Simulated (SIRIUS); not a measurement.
The system is TaN.

```
CELL_PARAMETERS angstrom
0.00000 2.21132 2.21132
2.21132 0.00000 2.21132
2.21132 2.21132 0.00000
ATOMIC_POSITIONS crystal
Ta 0.50000 0.50000 0.50000
N 0.00000 0.00000 0.00000
```

The cell comes from a database or a generator and needn't be the stable form of this composition.

Base run:

```yaml
Program: SIRIUS 7.12.0
Functional: PBEsol
Potentials_or_basis: PseudoDojo 0.4.1 PBEsol standard (scalar relativistic)
Cutoff: 1152 eV
Density_cutoff: 4606 eV
k_mesh: 10 × 10 × 10
Occupations: fermi-dirac, width 0.05 eV
Spin: no spin polarisation
```

Its results: band gap on the k mesh none (metal or under the smearing width); pressure -11.1 GPa.

The run is repeated on the same cell with these changes: potentials or basis from PseudoDojo 0.4.1 PBEsol standard (scalar relativistic) to PseudoDojo 0.4.1 PBE standard (scalar relativistic). What comes out?

Band gap on the k mesh none (metal or under the smearing width); pressure -10.0 GPa.

Caveats: the potentials were made for another functional, which shifts forces and pressure (some runs).
